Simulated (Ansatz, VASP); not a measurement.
**One calculation of MgSe, two programs**

```xyz
2
Lattice="0.0000 2.7614 2.7614 2.7614 0.0000 2.7614 2.7614 2.7614 0.0000" Properties=species:S:1:pos:R:3 pbc="T T T"
Se    2.7614    2.7614    2.7614
Mg    0.0000    0.0000    0.0000
```

Change from the starting cell: volume scaled by 1.04.

Alike in both runs: task single point; functional PBE; k mesh 8 × 8 × 8; occupations fermi-dirac, width 0.05 eV; no spin polarisation.

|  | VASP | Ansatz |
| --- | --- | --- |
| version | VASP 6.6.1 | Ansatz 0.2.0 |
| potentials or method | VASP PAW PBE potentials, release 64 (Se, Mg) | Ansatz PAW |
| plane-wave cutoff (eV) | 520 | 420 |
| valence electrons in the cell | 8 | 26 |

|  | VASP | Ansatz | Ansatz less VASP |
| --- | --- | --- | --- |
| gap on the k mesh at the Fermi level (eV) | 1.74 | 1.76 | +0.023 |
| least direct gap on the mesh (eV) | 2.34 | 2.35 | +0.011 |
| pressure (GPa) | -0.6 | -0.5 | +0.12 |

The two sets of potentials don't hold the same shells in valence.

A k mesh can miss the band edges.
